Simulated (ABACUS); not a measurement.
Runs of ABACUS 3.10.1 on NiO. Symmetry: Fm-3m, No. 225, cubic system. Conventional cell: a = 4.172 Å, b = 4.172 Å, c = 4.172 Å, α = 90.00°, β = 90.00°, γ = 90.00°. Ni (site symmetry m-3m) has 6 O at 2.09 Å as nearest neighbours. O (site symmetry m-3m) is surrounded by 6 Ni at 2.09 Å. 

```csv
task,level,potentials or basis,cell,cutoff (eV),optimiser,force threshold,max steps,cell moves,gap on the mesh (eV),pressure (GPa),moment (μB)
single point,WC,"GBRV ultrasoft 1.5 PBEsol, plane waves",as given,544,-,-,-,-,none,-38.5,0.00
single point,PBE,"PseudoDojo NC SR 0.4.1 PBE standard, plane waves",as given,1333,-,-,-,-,none,(a),1.84
relaxation of cell and atoms,AM05,"PseudoDojo NC SR 0.4.1 PBE standard, plane waves",relaxed,1333,ASE BFGS,0.02 eV/Å,60,yes,none,0.0,(b)
single point,LDA-PW92,"PseudoDojo NC SR 0.4.1 LDA standard, plane waves",as given,1333,-,-,-,-,none,-18.9,0.84
```

Alike in all rows: spin collinear, ferromagnetic start; k mesh 9 × 9 × 9; smearing fermi-dirac 0.05 eV.

Estimate the missing entries.

(a) 6.1; (b) 0.77.

Caveats: semilocal functionals often make such compounds metallic where correlation or magnetic order opens a gap, which also shifts bond lengths; a cell with one magnetic atom can't hold antiferromagnetic order, which such compounds often take (some runs); the potentials were made for another functional, which shifts forces and pressure (some runs); a pressure of tens of GPa on the cell as given is suspect, and the run, the potentials or the cell itself is likely at fault (some runs); so large a pressure means that the cell lies far from this level's equilibrium, or that cutoff or potentials fall short (some runs).

A gap of «none» marks a metal or a gap under the smearing width.
